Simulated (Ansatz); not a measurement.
**TiO2 under strain — quadrupolar parameters**

The cell is an entry of the Crystallography Open Database (COD), relaxed with PBE at fixed cell and then changed (z stretched by 3 %, ions relaxed).

```
Ti O
1.0
     4.59400    0.00000    0.00000
     0.00000    4.59400    0.00000
     0.00000    0.00000    3.04777
Ti O
2 4
Direct
  0.00000 0.00000 0.00000
  0.50000 0.50000 0.50000
  0.30522 0.30522 0.00000
  0.19478 0.80522 0.50000
  0.69478 0.69478 0.00000
  0.80522 0.19478 0.50000
```

Atom numbers follow the list; atoms alike are taken as one site, whose name carries the number of the first.

Method: Kohn–Sham DFT in Ansatz, PBE, plane waves and PAW, scalar-relativistic, 420 eV cutoff, Γ-centred 7×7×10 k-points, Fermi–Dirac smearing 0.02 eV.

V_zz is the principal component of the electric field gradient with the largest magnitude, η = (V_xx − V_yy)/V_zz and C_Q = eQV_zz/h. ν_Q = 3|C_Q|/[2I(2I − 1)].

⁴⁷Ti: I = 5/2, Q = 302.0 mb; ¹⁷O: I = 5/2, Q = -25.58 mb. Q values from Pyykkö, Mol. Phys. 116, 1328 (2018).

(1) Give the quadrupolar parameters of the distinct sites.

Answers

(1) 

```csv
site,atoms (order as listed),first shell,C_Q (MHz),η,ν_Q (MHz)
Ti,"1, 2",6 O at 1.98 Å,16.2,0.61,2.44
O,"3, 4, 5, 6",3 Ti at 1.98 Å,1.63,0.69,0.245
```

At O V_zz stands upright on the plane through its three neighbours (within 1°).

The relaxation (3 steps) took 13 s of wall time (13 s of CPU time) and 0.46 GiB at its peak, on 1 thread of Intel Xeon 6975P-C (Granite Rapids) (x86_64; 16 cores open to the job, memory cap 3.0 GiB, no GPU), a shared host with a load of 1.4 a core.
